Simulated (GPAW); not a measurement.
A calculation with GPAW 26.7.0 of P (native input, structure from a POSCAR):

File run.py:

```python
from ase.io import read
from gpaw import PW
from gpaw.dft import DFT

atoms = read('POSCAR')

dft = DFT(atoms,
          mode=PW(600),
          xc='PBE',
          kpts={'size': (11, 11, 6), 'gamma': True},
          occupations={'name': 'fermi-dirac', 'width': 0.05},
          nbands=13,
          convergence={'density': 1e-05, 'energy': 1e-05},
          maxiter=150,
          txt='gpaw.txt')
print(f'Energy: {dft.calculate_energy():.6f} eV')
print('Forces (eV/A):')
print(dft.calculate_forces().round(4))
print('Stress (eV/A^3):', dft.calculate_stress().round(6))
dft.write_gpw_file('gs.gpw')
```

Contents of POSCAR:

```
P
1.0
    2.4246941115      0.0000000000      0.0000000000
    0.0000000000      2.4385351442      0.0000000000
   -0.0203144631      0.0000000000      4.8524328982
P
2
Direct
    0.0000000300      0.0000000000      0.7494253600
    0.9999999700      0.0000000000      0.2505746400
```

Potentials or basis: GPAW PAW data sets (gpaw-data 1.2.1), pw.

Command:

```bash
$ OMP_NUM_THREADS=1 python run.py
```

This isn't the form of P at room conditions, which is orthorhombic.

Problem. Write the same calculation in another form: ASE script, structure typed inline.

Solution. As run:

run.py

```python
from ase import Atoms
from ase.dft.bandgap import bandgap
from ase.io import write
from ase.units import Bohr, GPa
from gpaw import GPAW, PW
from gpaw.elf import elf_from_dft_calculation

atoms = Atoms(['P', 'P'],
              cell=[[2.4246941115, 0.0, 0.0],
                    [0.0, 2.4385351442, 0.0],
                    [-0.0203144631, 0.0, 4.8524328982]],
              scaled_positions=[[0.00000003, 0.0, 0.74942536],
                                [0.99999997, 0.0, 0.25057464]],
              pbc=True)

calc = GPAW(mode=PW(600),
            xc='PBE',
            kpts={'size': (11, 11, 6), 'gamma': True},
            occupations={'name': 'fermi-dirac', 'width': 0.05},
            nbands=13,
            convergence={'density': 1e-05, 'energy': 1e-05},
            maxiter=150,
            txt='gpaw.txt')
atoms.calc = calc
energy = atoms.get_potential_energy()
forces = atoms.get_forces()
stress = atoms.get_stress()
calc.write('gs.gpw')
write('result.traj', atoms)
print(f'Energy: {energy:.6f} eV')
print('Forces (eV/A):')
print(forces.round(4))
print('Stress (GPa):', (stress / GPa).round(3))
print('Fermi level:', round(calc.get_fermi_level(), 4), 'eV')
print(f'Gap: {bandgap(calc)[0]:.4f} eV, direct: {bandgap(calc, direct=True)[0]:.4f} eV')

# fields on the real-space grid
write('density.cube', atoms, data=calc.get_pseudo_density() * Bohr**3)
write('potential.cube', atoms, data=calc.get_electrostatic_potential())
write('elf.cube', atoms, data=elf_from_dft_calculation(calc).data)
```

Potentials or basis: GPAW PAW data sets (gpaw-data 1.2.1), pw.

Launch:

```sh
$ OMP_NUM_THREADS=1 python run.py
```

Both were run:

|  | native input, structure from a POSCAR | ASE script, structure typed inline |
| --- | --- | --- |
| Pressure | 2.6 GPa | 2.6 GPa |
| Largest force | 0.007 eV/Å | 0.007 eV/Å |
| Band gap on the k mesh | none (metal or under the smearing width) | none (metal or under the smearing width) |

Keys that steer only the numerical path or the files written may differ.
